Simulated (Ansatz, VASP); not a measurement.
# One calculation of Pb, two programs

The input INCAR:

```
PREC = Accurate
ENCUT = 520
EDIFF = 1E-7
ISMEAR = -1
SIGMA = 0.1
LREAL = F
LASPH = T
NELM = 80
ALGO = Normal
ISIF = 2
LWAVE = F
LCHARG = F
GGA = PS
NBANDS = 13
```

Contents of KPOINTS:

```
regular mesh
0
Gamma
  18 18 18
```

Contents of POSCAR:

```
Pb
1.0
    0.0000000000      2.5583543732      2.5583543732
    2.5583543732      0.0000000000      2.5583543732
    2.5583543732      2.5583543732      0.0000000000
Pb
1
Direct
    0.0000000000      0.0000000000      0.0000000000
```

Input for Ansatz:

```yaml
crystal:
  lattice:
    - [0.0, 2.5583543732, 2.5583543732]
    - [2.5583543732, 0.0, 2.5583543732]
    - [2.5583543732, 2.5583543732, 0.0]
  atoms:
    - { symbol: Pb, position: [0.0, 0.0, 0.0] }
hamiltonian:
  xc: pbesol
  pseudopotentials:
    kind: paw
    azcp:
      Pb: "pseudopotentials/Pb.paw.azcp"
basis:
  ecutwfc: 420
  fft_grid_basis: typed
kpoints:
  mp_grid: { grid: [18, 18, 18], shift: [0, 0, 0] }
magnetization:
  spin_polarized: false
scf:
  occupations: { method: fermi_dirac, width: 0.1 }
output:
  stress: true
```

Alike in both runs: task single point; functional PBEsol; k mesh 18 × 18 × 18; occupations fermi-dirac, width 0.1 eV; no spin polarisation.

```csv
,VASP,Ansatz
version,VASP 6.6.1,Ansatz 0.2.0
potentials or method,"VASP PAW PBE potentials, release 64 (Pb_d)","plane waves (420 eV) with PAW, scalar-relativistic"
plane-wave cutoff (eV),520,420
valence electrons in the cell,14,14
```

Ansatz gave:

- pressure (GPa): -3.9

What did VASP give for the same quantities?

Pressure (GPa): -4.0.

Ansatz warned: «pseudo_functional_mismatch».

Caveats: the PAW data sets were made with another functional, which shifts forces and pressure a little (VASP). Spin-orbit coupling is left out, which matters for the levels of Pb.
